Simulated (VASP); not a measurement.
Crystal: Tm.

```
Tm
1.0
    -1.97055    1.97055    1.97055
     1.97055   -1.97055    1.97055
     1.97055    1.97055   -1.97055
Tm
1
Cartesian
  0.0000 0.0000 0.0000
```

This isn't the form of Tm at room conditions, which is hcp.

* Program: VASP 6.6.1
* Task: relaxation of cell and atoms
* Functional: PBE
* Dispersion: dDsC
* Potentials or basis: VASP PAW PBE potentials, release 64 (Tm)
* Cutoff: 600 eV
* k mesh: 7 × 7 × 7
* Occupations: fermi-dirac, width 0.05 eV
* Spin: collinear spin, ferromagnetic start
* Starting moments: [2.0] μB

At the start: pressure 1.4 GPa; volume 30.61 Å³/atom.

Problem. How do energy, volume and symmetry change on relaxing?

Solution. Over 9 steps the energy falls by 12.4 meV/atom and the volume is 32.51 Å³/atom (+6.2 %); space group Im-3m (No. 229, to 0.05 Å); moment 1.13 μB per cell.

The path:
```tsv
step	energy change (eV)	largest force (eV/Å)	pressure (GPa)	volume (Å³)
1	0.0000	0.0000	1.36	30.61
2	-0.0098	0.0000	0.77	31.77
3	-0.0113	0.0000	0.28	32.11
4	-0.0127	0.0000	-0.15	32.80
5	-0.0125	0.0000	-0.11	32.56
6	-0.0120	0.0000	0.09	32.34
7	-0.0123	0.0000	0.15	32.44
8	-0.0124	0.0000	0.05	32.51
9	-0.0124	0.0000	-0.04	32.51
```

Final structure:
```
Tm
1.0
    -2.01064    2.01064    2.01064
     2.01064   -2.01064    2.01064
     2.01064    2.01064   -2.01064
Tm
1
Direct
  0.00000 0.00000 0.00000
```

Caveat: the magnetic or orbital state may not be the lowest; pairwise dispersion overbinds metals, which lowers pressure and volume.
